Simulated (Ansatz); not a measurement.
A Ti3Al cell: a crystal with Al and Ti atoms exchanged, relaxed.

```yaml
crystal:
  lattice:
    - [-5.89107, -0.02122, -4.68093]
    - [2.93563, 4.97470, -4.64596]
    - [2.88833, -4.93521, -4.63291]
  atoms:
    - { symbol: Ti, position: [0.07791, 0.92465, 0.75416] }
    - { symbol: Ti, position: [0.75423, 0.59211, 0.40977] }
    - { symbol: Ti, position: [0.41922, 0.25546, 0.07130] }
    - { symbol: Ti, position: [0.25706, 0.90564, 0.08772] }
    - { symbol: Al, position: [0.91134, 0.58242, 0.75664] }
    - { symbol: Ti, position: [0.58988, 0.25190, 0.41558] }
    - { symbol: Ti, position: [0.24836, 0.08624, 0.41071] }
    - { symbol: Al, position: [0.92077, 0.74734, 0.08570] }
    - { symbol: Ti, position: [0.57649, 0.42728, 0.74503] }
    - { symbol: Ti, position: [0.58736, 0.74611, 0.92211] }
    - { symbol: Ti, position: [0.24418, 0.41638, 0.58906] }
    - { symbol: Ti, position: [0.92612, 0.07285, 0.25210] }
    - { symbol: Ti, position: [0.40965, 0.76121, 0.58149] }
    - { symbol: Ti, position: [0.08741, 0.41678, 0.25049] }
    - { symbol: Ti, position: [0.74098, 0.08842, 0.91401] }
    - { symbol: Ti, position: [0.42244, 0.57648, 0.25378] }
    - { symbol: Al, position: [0.08009, 0.24430, 0.92264] }
    - { symbol: Al, position: [0.74948, 0.91782, 0.58467] }
    - { symbol: Al, position: [0.58203, 0.91791, 0.25008] }
    - { symbol: Al, position: [0.25164, 0.58834, 0.91743] }
    - { symbol: Ti, position: [0.91304, 0.25218, 0.58538] }
    - { symbol: Ti, position: [0.08497, 0.74530, 0.42811] }
    - { symbol: Ti, position: [0.75417, 0.40659, 0.08189] }
    - { symbol: Ti, position: [0.41472, 0.09003, 0.74248] }
```

Method: DFT PBE, scalar-relativistic, plane waves, PAW (Ansatz).

Cutoff 420 eV; k points 5×5×5 on the computed 24-atom cell (Γ-centred); Gaussian smearing, width 0.10 eV; no spin polarisation.

Question: Describe its local order.

Answer: Counting as bonded all pairs within 1.3 times the summed covalent radii:

```json
{"atom → neighbour": "Al → Al", "mean count": "2.67", "mean length (Å)": "2.91", "spread (Å)": "0.04"}
{"atom → neighbour": "Al → Ti", "mean count": "9.33", "mean length (Å)": "2.87", "spread (Å)": "0.04"}
{"atom → neighbour": "Ti → Al", "mean count": "3.11", "mean length (Å)": "2.87", "spread (Å)": "0.04"}
{"atom → neighbour": "Ti → Ti", "mean count": "12.44", "mean length (Å)": "3.21", "spread (Å)": "0.52"}
```

Angles between all pairs of such bonds at an atom (mean ± spread): 97 ± 34° at Al, 95 ± 36° at Ti.

Question: Does it have a gap?

Answer: It has no gap on the mesh. Levels at Γ next to the Fermi level (eV from it): -0.35, -0.30, -0.26, -0.22, -0.13, -0.03, 0.01, 0.08, 0.20, 0.33, 0.41, 0.46. It lies 0.18 eV/atom below the elements' standard states (static lattices, no corrections for gases).

The final mesh leaves forces up to 0.12 eV/Å and stresses up to 0.3 GPa: the relaxation ran on a coarser mesh, so the cell's shape, its bonds and its energy belong partly to that mesh.

Cost: 2 runs of about 19 core-minutes in all (earlier runs that led there not counted), on Arm Neoverse V1 (shared hosts).